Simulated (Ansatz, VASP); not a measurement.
# One calculation of ZrC, two programs

```
Zr C
1.0
     0.00000    2.32072    2.32072
     2.32072    0.00000    2.32072
     2.32072    2.32072    0.00000
Zr C
1 1
Direct
  0.50000 0.50000 0.50000
  0.00000 0.00000 0.00000
```

The cell was relaxed by an earlier calculation.

Alike in both runs: task single point; functional LDA; k mesh 15 × 15 × 15; occupations fermi-dirac, width 0.05 eV; collinear spin.

|  | VASP | Ansatz |
| --- | --- | --- |
| version | VASP 6.6.1 | Ansatz 0.2.0 |
| potentials or method | VASP PAW LDA potentials, release 64 (Zr_sv, C), cutoff 520 eV | all-electron LAPW, scalar-relativistic |

```tsv
	VASP	Ansatz	Ansatz less VASP
gap on the k mesh at the Fermi level (eV)	none	none	-
pressure (GPa)	0.6	0.1	-0.57
net moment per atom (μB)	0.00	0.00	0.000
```

A gap of «none» marks a metal or a gap that the smearing closes. Ansatz ran all-electron here, so the differences hold the error of VASP's frozen core and of both bases. Ansatz warned: «seeded_moment_not_kept».
